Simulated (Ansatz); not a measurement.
Wanted: the native input for an Ansatz 0.2.0 run.

```yaml
Task: density of states
Functional: PBEsol
Potentials_or_basis: all-electron PAW datasets made for the crystal
Cutoff: 400 eV (chosen from the basis error)
k_mesh: 10 × 10 × 8
Occupations: fermi-dirac, width 0.05 eV
Spin: no spin polarisation
```

The system is HfB2.

```
Hf B
1.0
     3.14000    0.00000    0.00000
    -1.57000    2.71932    0.00000
     0.00000    0.00000    3.48000
Hf B
1 2
Direct
  0.00000 0.00000 0.00000
  0.66667 0.33333 0.50000
  0.33333 0.66667 0.50000
```

These files were run (other wordings do the same):

input.yaml

```yaml
crystal:
  lattice:
    - [3.14, 0.0, 0.0]
    - [-1.57, 2.7193197679, 0.0]
    - [0.0, 0.0, 3.48]
  atoms:
    - { symbol: Hf, position: [0.0, 0.0, 0.0] }
    - { symbol: B, position: [0.6666666667, 0.3333333333, 0.5] }
    - { symbol: B, position: [0.3333333333, 0.6666666667, 0.5] }
kpoints:
  mp_grid: { grid: [10, 10, 8] }
scf:
  occupations: { method: fermi_dirac, width: 0.05 }
hamiltonian:
  xc: pbesol
  pseudopotentials: { kind: all_electron, datasets: crystal }
output:
  forces: true
  stress: true
  eigenvalues: true
  dos: { projected: false, de: 0.2, e_range: [-14, 10] }
  elf: true
  volumetric_format: npy
```

Potentials or basis: all-electron PAW datasets made for the crystal.

Run with:

```sh
$ ansatz run input.yaml --threads 2 --pin off --max-ram 8192MiB --backend cpu --events-out ev --progress --plain --runs-dir out
```

Results of the run:

| Quantity | Value |
| --- | --- |
| Pressure | -4.3 GPa |
| Band gap on the k mesh | none (metal or under the smearing width) |

Caveat: the program warned that the printed levels may be off, so bands, gaps and densities of states are rough; the density of states is complete only up to the lowest level of the last band computed.

Wall time 6.9 s on 2 threads of Arm Neoverse V1, on a shared host, peak memory 0.55 GiB.
